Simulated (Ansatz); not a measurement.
Crystal: CuO.

```xyz
6
Lattice="4.1609 0.0000 0.0000 0.0000 4.1609 0.0000 0.0000 0.0000 3.8876" Properties=species:S:1:pos:R:3 pbc="T T T"
Cu    2.0805    0.0000    1.9438
Cu    0.0000    2.0805    1.9438
Cu    0.0000    0.0000    0.0000
O     0.0000    0.0000    1.9438
O     2.0805    0.0000    0.0000
O     0.0000    2.0805    0.0000
```

Measurements of this composition are mostly on another form, of space group No. 15.

```yaml
Program: Ansatz 0.2.0
Task: single point
Functional: PBE
Potentials_or_basis: Ansatz PAW
Cutoff: "420 eV (not typed: the program's choice for these potentials)"
k_mesh: 7 × 7 × 7
Occupations: fermi-dirac, width 0.05 eV
Spin: no spin polarisation
```

On this cell: pressure 1.8 GPa; largest force under 0.003 eV/Å; band gap on the k mesh none (metal or under the smearing width).

The same run follows on a disturbed copy (atoms moved at random, drawn with an rms of 0.05 Å):

```xyz
6
Lattice="4.1609 0.0000 0.0000 0.0000 4.1609 0.0000 0.0000 0.0000 3.8876" Properties=species:S:1:pos:R:3 pbc="T T T"
Cu    2.0997    0.0227    1.9013
Cu   -0.0053    2.0784    1.9192
Cu    0.0451   -0.0184    0.0003
O     0.0144   -0.0215    1.9526
O     2.0991   -0.0266   -0.0028
O     0.0001    2.0630    0.0355
```

Q: What does the disturbed cell give?

A: The energy (extrapolated to zero smearing) moves by +6.5 meV/atom; pressure 2.1 GPa; largest force 0.778 eV/Å; band gap on the k mesh none (metal or under the smearing width).

Forces on the atoms (eV/Å):
```
Cu   0.015 -0.029  0.546
Cu  -0.011 -0.141  0.765
Cu  -0.185  0.011  0.007
O    0.032  0.105 -0.121
O    0.099  0.059 -0.446
O    0.051 -0.004 -0.752
```

Stress tensor (GPa, compression positive):
```
2.19 0.01 0.00
0.01 2.18 0.09
0.00 0.09 1.98
```

Caveats: an odd number of electrons without spin polarisation forces a metal; a magnetic or distorted state may lie lower; the run has no spin polarisation, though such a crystal can be magnetic; semilocal functionals often make such compounds metallic where correlation or magnetic order opens a gap, which also shifts bond lengths.
